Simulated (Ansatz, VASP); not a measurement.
Two plane-wave programs on Mo

INCAR

```
SYSTEM = Mo
PREC     = Accurate       ! precision mode
ENCUT    = 520            ! plane-wave cutoff, eV
EDIFF    = 1E-6           ! SCF threshold, eV
ISMEAR   = 0              ! smearing method
SIGMA    = 0.15           ! smearing width, eV
LREAL    = .False.        ! projectors in reciprocal space
LASPH    = .True.         ! aspherical terms in the spheres
NELM     = 100            ! most SCF steps
ALGO     = Fast           ! electronic algorithm
ISIF     = 2              ! what is computed and relaxed
LWAVE    = .False.        ! write WAVECAR
LCHARG   = .True.         ! write CHGCAR
GGA      = PE             ! functional
LELF     = .True.         ! ELF
LVHAR    = .True.       
NBANDS   = 13             ! bands
```

KPOINTS

```
Automatic mesh
0
Gamma
  22 22 22
  0 0 0
```

File POSCAR:

```
Mo
1.0
    0.0000000000      2.0273736328      2.0273736328
    2.0273736328      0.0000000000      2.0273736328
    2.0273736328      2.0273736328      0.0000000000
Mo
1
Direct
    0.0000000000      0.0000000000      0.0000000000
```

Input for Ansatz:

```yaml
crystal:
  lattice:
    - [0.0, 2.0273736328, 2.0273736328]
    - [2.0273736328, 0.0, 2.0273736328]
    - [2.0273736328, 2.0273736328, 0.0]
  atoms:
    - { symbol: Mo, position: [0.0, 0.0, 0.0] }
basis:
  ecutwfc: 420
kpoints:
  mp_grid: { grid: [22, 22, 22] }
hamiltonian:
  xc: pbe
scf:
  occupations: { method: gaussian, width: 0.15 }
output:
  forces: true
  stress: true
  eigenvalues: true
  write_density: true
  write_potential: true
  elf: true
  volumetric_format: npy
```

Alike in both runs: task single point; functional PBE; k mesh 22 × 22 × 22; occupations gaussian, width 0.15 eV; no spin polarisation.

|  | VASP | Ansatz |
| --- | --- | --- |
| version | VASP 6.6.1 | Ansatz 0.2.0 |
| potentials or method | VASP PAW PBE potentials, release 64 (Mo_sv) | scalar-relativistic, plane waves, PAW |
| plane-wave cutoff (eV) | 520 | 420 |
| valence electrons in the cell | 14 | 14 |

VASP gave:

| Item | Value |
| --- | --- |
| gap on the k mesh at the Fermi level (eV) | none |
| pressure (GPa) | -8.2 |

Q: Which values does Ansatz return?

A: gap on the k mesh at the Fermi level (eV): none; pressure (GPa): -8.6.

A gap of «none» marks a metal or a gap that the smearing closes. The functional is the same, so the differences come from potentials, cutoffs and numerics.
